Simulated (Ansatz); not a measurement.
Input and command of a calculation in Ansatz (plane waves; scalar-relativistic PAW potentials unless the input names others):

```yaml
crystal:
  lattice:
    - [3.1762222441, 0.0, 0.0]
    - [-1.5881111221, 2.7506891515, 0.0]
    - [0.0, 0.0, 3.1313221284]
  atoms:
    - { symbol: Mo, position: [0.0, 0.0, 0.0] }
    - { symbol: P, position: [0.3333333333, 0.6666666667, 0.5] }
basis:
  ecutwfc: 420
kpoints:
  mp_grid: { grid: [18, 18, 16] }
hamiltonian:
  xc: pbe
  hubbard: { sites: [{ species: Mo, l: d, u_eff: 1.0 }], double_counting: fll }
scf:
  occupations: { method: gaussian, width: 0.1 }
output:
  forces: true
  eigenvalues: true
  stress: true
```

```bash
ansatz run input.yaml --threads 1 --pin off --max-ram 2560MiB --backend cpu --events-out ev --progress --plain --runs-dir out
```

Abridged log:
```
Basis set: ecut = 420 eV, 539 PW (Γ), exchange–correlation on 48×48×48 points (8 copies of the dense FFT grid, shifted against one another)
Bands: 14, of which v1, the nominal top of the filled ones, is band 10 counted from 1 (9 counted from 0)
Symmetry: 12 space group operations
k-points: 333 of 5184 (time reversal used)
SCF iter   1: F=—  HF=-5712.637274 eV  |F-HF|=—  |Δ(HF+E_count)|=         —  Δρ=9.54e-2  dr2=3.46e0  ethr=3.10e-3  ⟨swp⟩=5.1  Hψ=26842  notcnv=0
SCF iter   2: F=—  HF=-5711.803281 eV  |F-HF|=—  |Δ(HF+E_count)|=   8.34e-1  Δρ=3.56e-2  dr2=3.05e-1  ethr=3.10e-3  ⟨swp⟩=2.7  Hψ=11521  notcnv=0  defer=114
SCF iter   3: F=—  HF=-5711.761313 eV  |F-HF|=—  |Δ(HF+E_count)|=   4.20e-2  Δρ=9.16e-3  dr2=8.62e-3  ethr=1.60e-3  ⟨swp⟩=2.4  Hψ=7362  notcnv=0  defer=114
SCF iter   4: F=—  HF=-5711.766561 eV  |F-HF|=—  |Δ(HF+E_count)|=   5.25e-3  Δρ=8.77e-4  dr2=2.36e-4  ethr=4.54e-5  ⟨swp⟩=1.5  Hψ=7161  notcnv=0  defer=112
SCF iter   5: F=—  HF=-5711.766538 eV  |F-HF|=—  |Δ(HF+E_count)|=   2.33e-5  Δρ=1.77e-4  dr2=4.53e-6  ethr=1.24e-6  ⟨swp⟩=2.1  Hψ=6517  notcnv=0  defer=112
SCF iter   6: F=—  HF=-5711.766540 eV  |F-HF|=—  |Δ(HF+E_count)|=   1.57e-6  Δρ=4.68e-5  dr2=6.39e-7  ethr=2.38e-8  ⟨swp⟩=2.1  Hψ=7811  notcnv=0  defer=112
SCF iter   7: F=-5711.766539 eV  HF=-5711.766539 eV  |F-HF|=5.49e-9  |Δ(HF+E_count)|=   1.11e-7  Δρ=7.60e-6  dr2=1.15e-8  ethr=5.26e-10  ⟨swp⟩=7.0  Hψ=21772  notcnv=0
SCF 1 converged in 7 iterations: F = -5711.766539 eV  dr2 = 1.15e-8
SCF converged after 7 iterations
Free energy (F): -5711.766539 eV
Harris-Foulkes:  -5711.766539 eV  (|F-HF|=5.49e-9)
Internal energy: -5711.762496 eV  (E = F + TS)
E sigma→0 (E₀):  -5711.764517 eV
Entropy (-TS):   -0.004044 eV (-2.022 meV/atom)
Fermi energy:    18.214109 eV
--- Forces (eV/Å), atoms counted from 1 ---
  atom   1  Mo     0.00000000     0.00000000     0.00000000
  atom   2  P      0.00000000     0.00000000     0.00000000
--- Stress (GPa, compression-positive) ---
       13.627100       0.000000       0.000000
        0.000000      13.627100       0.000000
        0.000000       0.000000      17.874299
  P = ⅓ Tr σ = 15.0428 GPa (150.428 kbar)
Occupation matrices written to <dir>
```

Apart from outputs and empty bands, the input differs from a reference run on usual settings in hamiltonian.hubbard: not typed → {"sites": [{"species": "Mo", "l": "d", "u_eff": 1.0}], "double_counting": "fll"}. The reference, at the same geometry (not necessarily relaxed), gave pressure 15.44 GPa, largest force 0.000 eV/Å, no gap on the mesh. This run converged in 7 SCF iterations (reference: 6) with an energy at zero smearing 612 meV/atom above the reference's (the Hamiltonian itself differs), pressure 15.04 GPa, largest force 0.000 eV/Å, no gap on the mesh.

The run took 17 s on 1 thread of Intel(R) Xeon(R) Platinum 8259CL CPU @ 2.50GHz (Skylake/Cascade Lake) (shared host), peak memory 0.52 GiB.